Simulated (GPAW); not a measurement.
Runs of GPAW 26.7.0 on KMgF3. It takes space group Pm-3m (No. 221, cubic). Conventional cell: a = 3.986 Å, b = 3.986 Å, c = 3.986 Å, α = 90.00°, β = 90.00°, γ = 90.00°. K (site symmetry m-3m) has 12 F at 2.82 Å as nearest neighbours. Mg (site symmetry m-3m) is surrounded by 6 F at 1.99 Å. Around F (site symmetry 4/mmm) lie 2 Mg at 1.99 Å. 

```tsv
task	level	potentials or basis	cell	k mesh	cutoff (eV)	smearing	band path	band points	response ecut	response k mesh	response bands	gap on the mesh (eV)	pressure (GPa)
band structure	PBEsol	PAW data sets generated in the run's folder for this functional, pw	as given	7 × 7 × 7	800	fermi-dirac 0.05 eV	GXMGRX,MR	80	-	-	-	7.17	-0.9
band structure	LDA	the program's PAW data sets (release 1.2.1) made for this functional, pw	as given	7 × 7 × 7	800	fermi-dirac 0.05 eV	GXMGRX,MR	80	-	-	-	7.00	(a)
single point	PBEsol	PAW data sets generated in the run's folder for this functional, pw	the cell as VASP's run set it	7 × 7 × 7	800	gaussian 0.1 eV	-	-	-	-	-	7.17	-0.9
single point	PBEsol	PAW data sets generated in the run's folder for this functional, pw	as given	7 × 7 × 7	800	gaussian 0.1 eV	-	-	-	-	-	7.17	-0.9
dielectric tensor	LDA	the program's PAW data sets (release 1.2.1) made for this functional, pw	as given	6 × 6 × 6	600	fermi-dirac 0.001 eV	-	-	80 eV	17 × 17 × 17	60	6.96	-
```

Alike in all rows: no spin polarisation.

Problem. Fill in the values left out.

Solution. (a) -5.8.

Caveats: an odd mesh through Γ misses points on the zone boundary, where band edges often lie (some runs); the long-wavelength limit can be off by a per cent or two (some runs).

Runs at the PBE level aren't shown here.
